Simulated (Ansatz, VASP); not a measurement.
# Br in VASP and in Ansatz

```
Br
1.0
     0.00000    3.47212    3.47212
     3.47212    0.00000    3.47212
     3.47212    3.47212    0.00000
Br
2
Direct
  0.00000 0.00000 0.00000
  0.25000 0.25000 0.25000
```

Change from the starting cell: volume scaled by 0.975, PAW files.

Alike in both runs: task electric field gradients; functional PBE; k mesh 14 × 14 × 14; occupations fermi-dirac, width 0.05 eV; no spin polarisation.

|  | VASP | Ansatz |
| --- | --- | --- |
| version | VASP 6.6.1 | Ansatz 0.2.0 |
| potentials or method | VASP PAW PBE potentials, release 64 (Br) | PAW with Ansatz's default frozen-core files, scalar-relativistic |
| plane-wave cutoff (eV) | 520 | 420 |
| valence electrons in the cell | 14 | 14 |

```csv
,VASP,Ansatz,Ansatz less VASP
pressure (GPa),0.4,0.4,0.00
Vzz of the field gradient on the site that differs most (V/Å²),0.0,0.0,0.00
```

The functional is the same, so the differences come from potentials, cutoffs and numerics.
